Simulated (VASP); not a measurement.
A convergence study with VASP on InN (zinc blende): one setting is varied, all else stays as given below, so the limit is that of these other settings.

```
InN
1.0
    0.00000     2.49000     2.49000
    2.49000     0.00000     2.49000
    2.49000     2.49000     0.00000
In N
1 1
Direct
  0.00000   0.00000   0.00000
  0.25000   0.25000   0.25000
```

Level of theory: PBE GGA, VASP's PBE PAW potentials (set 64) (plane waves; VASP 6.6.1). The tightest run used: 700 eV cut-off, 18×18×18 Γ-centred mesh, Gaussian smearing of 0.050 eV, potentials In_d N.

Problem. The settings run are 1×1×1 mesh; 2×2×2 mesh; 3×3×3 mesh; 4×4×4 mesh; 5×5×5 mesh; 6×6×6 mesh; 7×7×7 mesh; 8×8×8 mesh; 9×9×9 mesh; 10×10×10 mesh; 11×11×11 mesh; 12×12×12 mesh; 13×13×13 mesh; 14×14×14 mesh; 15×15×15 mesh; 16×16×16 mesh; 17×17×17 mesh; 18×18×18 mesh. From which on does the energy per atom stay within 0.005 eV/atom of the tightest run?

Solution. From 6×6×6 mesh on: it is off by 0.0030 there and by no more than 0.005 in any finer run, while 5×5×5 mesh is off by 0.0086.
| setting | E (eV/atom) | pressure (GPa) | irreducible k-points | difference judged (eV/atom) |
|---|---|---|---|---|
| 1×1×1 mesh | 0.3057 | 74.90 | 1 | 5.6391 |
| 2×2×2 mesh | -4.6808 | 10.15 | 3 | 0.6526 |
| 3×3×3 mesh | -5.2104 | 6.77 | 4 | 0.1231 |
| 4×4×4 mesh | -5.3043 | 5.98 | 8 | 0.0291 |
| 5×5×5 mesh | -5.3249 | 5.80 | 10 | 0.0086 |
| 6×6×6 mesh | -5.3305 | 5.75 | 16 | 0.0030 |
| 7×7×7 mesh | -5.3322 | 5.72 | 20 | 0.0012 |
| 8×8×8 mesh | -5.3329 | 5.71 | 29 | 0.0006 |
| 9×9×9 mesh | -5.3332 | 5.71 | 35 | 0.0003 |
| 10×10×10 mesh | -5.3333 | 5.70 | 47 | 0.0002 |
| 11×11×11 mesh | -5.3333 | 5.70 | 56 | 0.0001 |
| 12×12×12 mesh | -5.3334 | 5.70 | 72 | 0.0001 |
| 13×13×13 mesh | -5.3334 | 5.70 | 84 | 0.0000 |
| 14×14×14 mesh | -5.3334 | 5.70 | 104 | 0.0000 |
| 15×15×15 mesh | -5.3334 | 5.70 | 120 | 0.0000 |
| 16×16×16 mesh | -5.3334 | 5.70 | 145 | 0.0000 |
| 17×17×17 mesh | -5.3334 | 5.70 | 165 | 0.0000 |
| 18×18×18 mesh | -5.3334 | 5.70 | 195 | 0.0000 |

Left out are rungs that failed or repeat a setting and relaxations that didn't move; long series are thinned to 24 rows.

The compound is InN in the zinc blende structure, a metastable form; wurtzite is the usual one. The cell was not relaxed at this level.
